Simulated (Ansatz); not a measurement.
# K: the cost of one run

Method: DFT PBE, scalar-relativistic, plane waves, PAW, in Ansatz 0.2.0.

This is K in the hcp structure; at room conditions it is bcc.

### Step 1. Starting point

Symmetry: P6_3/mmc, No. 194, hexagonal system. Conventional cell: a = 4.655 Å, b = 4.655 Å, c = 7.601 Å, α = 90.00°, β = 90.00°, γ = 120.00°.

Structure file:

```cif
data_structure
_symmetry_space_group_name_H-M 'P6_3/mmc'
_symmetry_Int_Tables_number 194
_cell_length_a 4.6549
_cell_length_b 4.6549
_cell_length_c 7.6015
_cell_angle_alpha 90.000
_cell_angle_beta 90.000
_cell_angle_gamma 120.000
_cell_volume 142.65
loop_
_atom_site_label
_atom_site_type_symbol
_atom_site_symmetry_multiplicity
_atom_site_Wyckoff_symbol
_atom_site_fract_x
_atom_site_fract_y
_atom_site_fract_z
_atom_site_occupancy
K1 K 2 d 0.33333 0.66667 0.75000 1
```

The cell was made up by rule, so the compound may not exist in this form.

(A quick probe on a coarse mesh, which set the mesh and smearing, is not shown.)

### Step 3. Full relaxation

input.yaml reads:

```yaml
crystal:
  lattice:
    - [4.654946, 0.0, 0.0]
    - [-2.327473, 4.031301, 0.0]
    - [0.0, 0.0, 7.601495]
  atoms:
    - { symbol: K, position: [0.0, 0.0, 0.0] }
    - { symbol: K, position: [0.33333333, 0.66666667, 0.5] }
basis:
  ecutwfc: 420
kpoints:
  mp_grid: { grid: [12, 12, 6] }
hamiltonian:
  xc: pbe
scf:
  occupations: { method: gaussian, width: 0.1 }
output:
  forces: true
  stress: true
  eigenvalues: true
  write_density: true
  write_potential: true
  elf: true
  volumetric_format: npy
relax:
  adjacent_minimum: "off"
  f_tol: 0.005
  max_steps: 80
  cell: { stress_tol: 0.05 }
```

Command:

```bash
$ ansatz run input.yaml --threads 1 --pin off --max-ram 2560MiB --backend cpu --events-out ev --progress --plain --runs-dir out
```

**Question.** How long does this run take on 1 thread of Arm Neoverse N1, shared host, and how much memory does it need?

About 65 s, with a peak of 0.5 GiB.
